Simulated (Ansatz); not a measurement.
MgO: single point with PBE

Crystal: MgO.

```
Mg O
1.0
     0.00000    2.09700    2.09700
     2.09700    0.00000    2.09700
     2.09700    2.09700    0.00000
Mg O
1 1
Cartesian
  0.0000 0.0000 0.0000
  2.0970 2.0970 2.0970
```

The cell is a database's computed one.

| Item | Value |
| --- | --- |
| Program | Ansatz 0.2.0 |
| Task | single point |
| Functional | PBE |
| Potentials or basis | SSSP efficiency PAW |
| Cutoff | 680 eV |
| Density cutoff | 6803 eV |
| k mesh | 7 × 7 × 7 |
| Occupations | fixed |
| Spin | no spin polarisation |

```json
{
 "Pressure": "6.5 GPa",
 "Band gap on the k mesh": "4.85 eV, direct"
}
```

Levels at points of the mesh, in eV from the valence-band top:
```csv
k point,band 1,band 2,band 3,band 4,band 5,band 6,band 7,band 8
"(0.00, 0.00, 0.00)",-17.35,0.00,0.00,0.00,4.85,15.89,15.89,15.89
```

It took 0.89 s on 1 thread of Arm Neoverse V2, on a shared host, peak memory 0.28 GiB.

Caveat: odd divisions of the mesh miss points on the zone boundary, where band edges often lie, so the gap on the mesh can be too wide. As with any semilocal functional, this PBE gap is likely too small.
